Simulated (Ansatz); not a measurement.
# Li: do energies and stresses tell the same story?

The calculation used DFT PBE+D3(BJ), scalar-relativistic, plane waves, PAW in Ansatz.

Cutoff 420 eV; k points 18×18×6 on the computed 4-atom cell (Γ-centred); Gaussian smearing, width 0.10 eV; no spin polarisation.

Relaxed cell: P6_3/mmc, a = 2.950 Å, b = 2.950 Å, c = 9.688 Å, α = 90.00°, β = 90.00°, γ = 120.00°, 4 atoms in the primitive cell. This form isn't the element's structure at ambient conditions.

Energies at zero smearing and pressures from the stress tensor, at volumes with shape and atoms relaxed:
```json
{"V (Å³/atom)": "16.063", "E − E(first) (meV/atom)": "0.00", "P (GPa)": "2.475"}
{"V (Å³/atom)": "16.611", "E − E(first) (meV/atom)": "-7.14", "P (GPa)": "1.729"}
{"V (Å³/atom)": "17.159", "E − E(first) (meV/atom)": "-11.90", "P (GPa)": "1.077"}
{"V (Å³/atom)": "17.706", "E − E(first) (meV/atom)": "-14.57", "P (GPa)": "0.506"}
{"V (Å³/atom)": "18.254", "E − E(first) (meV/atom)": "-15.42", "P (GPa)": "0.006"}
{"V (Å³/atom)": "18.801", "E − E(first) (meV/atom)": "-14.66", "P (GPa)": "-0.434"}
{"V (Å³/atom)": "19.349", "E − E(first) (meV/atom)": "-12.50", "P (GPa)": "-0.821"}
{"V (Å³/atom)": "20.079", "E − E(first) (meV/atom)": "-7.71", "P (GPa)": "-1.266"}
```

Task: Check P = −dE/dV between neighbouring volumes, and get the bulk modulus from the pressures alone.

Result: With 1 eV/Å³ = 160.2 GPa:
```csv
middle V (Å³/atom),−ΔE/ΔV (GPa),mean P (GPa)
16.337,2.089,2.102
16.885,1.392,1.403
17.432,0.782,0.791
17.980,0.248,0.256
18.528,-0.221,-0.214
19.075,-0.633,-0.627
19.714,-1.051,-1.043
```

The two differ by 0.013 GPa at most. The mean of two end pressures misses the average over a step by about ΔV² P″/12, up to 0.008 GPa here; with that taken off 0.004 GPa remains. Around V = 18.254 Å³/atom, the two neighbours give B = −V ΔP/ΔV = 18.254 × 0.940 / 1.095 = 15.7 GPa, against B0 = 15.6 GPa from the Birch–Murnaghan fit of the energies.